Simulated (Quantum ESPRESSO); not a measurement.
Crystal: TiO2.

```
Ti O
1.0
     4.59984    0.00000    0.00000
     0.00000    4.59984    0.00000
     0.00000    0.00000    2.95921
Ti O
2 4
Direct
  0.00000 0.00000 0.50000
  0.50000 0.50000 0.00000
  0.30432 0.30432 0.50000
  0.19568 0.80432 0.00000
  0.80432 0.19568 0.00000
  0.69568 0.69568 0.50000
```

The cell is a database's computed one.

Program: Quantum ESPRESSO 7.5. Alike in all runs: task dielectric tensor; no spin polarisation; cell as given; k mesh 4 × 4 × 6, shifted; cutoff (eV) 1143; smearing fermi-dirac 0.05 eV.

Order these runs on this cell by their pressure, lowest first.
A. level LDA; potentials or basis PseudoDojo 0.4.1 SR LDA standard; form of the LDA correlation PW92
B. level PBEsol; potentials or basis PseudoDojo 0.4.1 SR PBEsol standard
C. level BLYP; potentials or basis PseudoDojo 0.4.1 SR PBE standard

A (-9.3 GPa), B (-3.4 GPa), C (10.2 GPa).

Caveats: the cell is more than 3 GPa from zero pressure, which shifts response properties; the potentials were made for another functional, which shifts forces and pressure (some runs).

Runs at the PBE level aren't shown here.
